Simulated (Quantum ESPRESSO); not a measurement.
PtS2 under changes of volume

One of the cells (18.261 Å³/atom); the others are scaled copies at fixed shape and fractional positions:

```xyz
3
Lattice="3.5432 0.0000 0.0000 -1.7716 3.0685 0.0000 0.0000 0.0000 5.0388" Properties=species:S:1:pos:R:3 pbc="T T T"
Pt    0.0000    0.0000    0.0000
S     1.7716    1.0228    3.8950
S     0.0000    2.0457    1.1438
```

| Item | Value |
| --- | --- |
| Program | Quantum ESPRESSO 7.5 |
| Functional | PBEsol |
| Potentials or basis | PseudoDojo 0.4.1 SR PBEsol standard |
| Cutoff | 1143 eV |
| Density cutoff | 4572 eV |
| k mesh | 9 × 9 × 5 |
| Occupations | fermi-dirac, width 0.05 eV |
| Spin | no spin polarisation |

```tsv
volume (Å³/atom)	energy over the lowest point (meV/atom)	pressure (GPa)	gap on the mesh (eV)	largest force (eV/Å)
17.165	95.22	18.2	1.00	1.990
17.531	58.93	13.7	0.99	1.610
17.896	32.21	9.8	0.97	1.260
18.261	?	?	?	?
18.626	3.60	3.0	0.93	0.642
18.992	0.00	0.2	0.91	0.368
19.357	2.54	-2.4	0.89	0.116
```

Task: What does the run at 18.261 Å³/atom give?

Result: Energy over the lowest point 14.07 meV/atom; pressure 6.2 GPa; gap on the mesh 0.95 eV; largest force 0.938 eV/Å.

Worked out: A Birch-Murnaghan fit of order 3 (a polynomial in V^(-2/3)) to the other rows has its minimum at 19.02 Å³/atom with B0 = V·E''(V) = 140 GPa and B' = 4.6 at fixed shape and positions, which overstates the stiffness. It gives 14.09 meV/atom at 18.261 Å³/atom, against the run's 14.07, and -dE/dV = 6.2 GPa, against 6.2. A straight line through the other rows of the gap, of slope -0.944 eV per unit of ln V, gives 0.95 eV, against the run's 0.95.

Energies are extrapolated to zero smearing.

Caveats: spin-orbit coupling is left out, which moves the levels of the heavy elements; an odd mesh through Γ misses points on the zone boundary, where band edges often lie; forces of over 1 eV/Å show positions far from the minimum, so gaps and moduli don't describe the material at rest (some runs).
